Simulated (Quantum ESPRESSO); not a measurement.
NaF (Villiaumite) under changes of volume

One of the cells (12.487 Å³/atom); the others are scaled copies at fixed shape and fractional positions:

```
CELL_PARAMETERS angstrom
0.00000 2.32000 2.32000
2.32000 0.00000 2.32000
2.32000 2.32000 0.00000
ATOMIC_POSITIONS crystal
Na 0.00000 0.00000 0.00000
F 0.50000 0.50000 0.50000
```

* Program: Quantum ESPRESSO 7.5
* Functional: PBE
* Dispersion: D3(BJ)
* Potentials or basis: PseudoDojo 0.4.1 SR PBE standard
* Cutoff: 1197 eV
* Density cutoff: 4789 eV
* k mesh: 10 × 10 × 10
* Occupations: fermi-dirac, width 0.05 eV
* Spin: no spin polarisation

```csv
volume (Å³/atom),energy over the lowest point (meV/atom),pressure (GPa),gap on the mesh (eV)
11.738,7.40,3.4,6.67
11.988,3.07,2.1,6.55
12.237,0.68,1.0,6.43
12.487,0.00,-0.1,6.32
12.737,0.87,-1.0,6.21
12.987,?,?,?
13.236,6.60,-2.6,6.01
```

Problem. What does the run at 12.987 Å³/atom give?

Solution. Energy over the lowest point 3.12 meV/atom; pressure -1.9 GPa; gap on the mesh 6.11 eV.

Worked out: A Birch-Murnaghan fit of order 3 (a polynomial in V^(-2/3)) to the other rows has its minimum at 12.47 Å³/atom with B0 = V·E''(V) = 50 GPa and B' = 4.5. It gives 3.12 meV/atom at 12.987 Å³/atom, against the run's 3.12, and -dE/dV = -1.9 GPa, against -1.9. A straight line through the other rows of the gap, of slope -5.51 eV per unit of ln V (its deformation potential), gives 6.11 eV, against the run's 6.11.

Energies are extrapolated to zero smearing.

A mesh can miss the band edges.
